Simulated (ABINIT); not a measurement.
Wanted: the native input for an ABINIT 10.8.3 (patched build) run.

| Property | Result |
| --- | --- |
| Task | equation of state |
| Functional | PBEsol |
| Potentials or basis | JTH PAW PBE v2.0 |
| Cutoff | 435 eV |
| k mesh | 12 × 12 × 12 |
| Occupations | fermi-dirac, width 0.05 eV |
| Spin | no spin polarisation |
| Fine-grid cutoff | 870.764 eV |
| Exchange and correlation inside the PAW spheres | full angular mesh (pawxcdev 0, this build's default; the released program takes 1) |

Pt:

```
Pt
1.0
     0.00000    1.96090    1.96090
     1.96090    0.00000    1.96090
     1.96090    1.96090    0.00000
Pt
1
Direct
  0.00000 0.00000 0.00000
```

The input as run:

run.abi

```
# Datasets: one volume each
ndtset 7
getwfk -1
scalecart1 3*0.9795861087
scalecart2 3*0.9864848297
scalecart3 3*0.9932883884
scalecart4 3*1.0000000000
scalecart5 3*1.0066227096
scalecart6 3*1.0131594038
scalecart7 3*1.0196128224

# Pseudopotentials
pp_dirpath "./"
pseudos "Pt.GGA_PBE-JTH.xml"

# Structure
acell 3*1.0
rprim
     0.0000000000     3.7055639578     3.7055639578
     3.7055639578     0.0000000000     3.7055639578
     3.7055639578     3.7055639578     0.0000000000
ntypat 1
znucl 78
natom 1
typat 1
xred
     0.0000000000     0.0000000000     0.0000000000

# Plane-wave basis
ecut 16.0
pawecutdg 32.0

# k points
kptopt 1
ngkpt 12 12 12
nshiftk 1
shiftk 0.0 0.0 0.0

# Exchange and correlation
ixc -116133

# Bands and occupations
nband 9
occopt 3
tsmear 0.05 eV

# SCF cycle
nstep 100
tolvrs 1.0e-9

# Output
iomode 3
prtwf 1
prtden 0
prteig 0
prtebands 0
enunit 2
```

Potentials or basis: JTH PAW PBE v2.0.

Launch:

```sh
$ abinit run.abi > log 2>&1
```

It gave:

The equilibrium volume is 15.14 Å³/atom, the bulk modulus is 287 GPa and the pressure derivative of the bulk modulus is 5.4.

Caveat: pressures at fixed basis lie under the slope of the energies; the PAW data sets were made with another functional, which shifts forces and pressure a little.

It took 73 s on 1 thread of Arm Neoverse V1, on a shared host, peak memory 0.13 GiB.
